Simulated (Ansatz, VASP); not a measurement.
**KBr in VASP and in Ansatz**

```
K Br
1.0
     0.00000    3.38362    3.38362
     3.38362    0.00000    3.38362
     3.38362    3.38362    0.00000
K Br
1 1
Cartesian
  0.0000 0.0000 0.0000
  3.3836 3.3836 3.3836
```

Alike in both runs: task single point; functional PBE; k mesh 6 × 6 × 6; occupations gaussian, width 0.02 eV; no spin polarisation.

```csv
,VASP,Ansatz
version,VASP 6.6.1,Ansatz 0.2.0
potentials or method,"VASP PAW PBE potentials, release 64 (K_sv, Br)","scalar-relativistic, plane waves, PAW"
plane-wave cutoff (eV),520,420
valence electrons in the cell,16,16
```

```csv
,VASP,Ansatz,Ansatz less VASP
gap on the k mesh at the Fermi level (eV),4.24,4.24,+0.001
least direct gap on the mesh (eV),4.24,4.24,+0.001
pressure (GPa),-0.3,-0.3,-0.02
```

With one functional, cell and mesh, what is left measures potentials, basis and numerics.
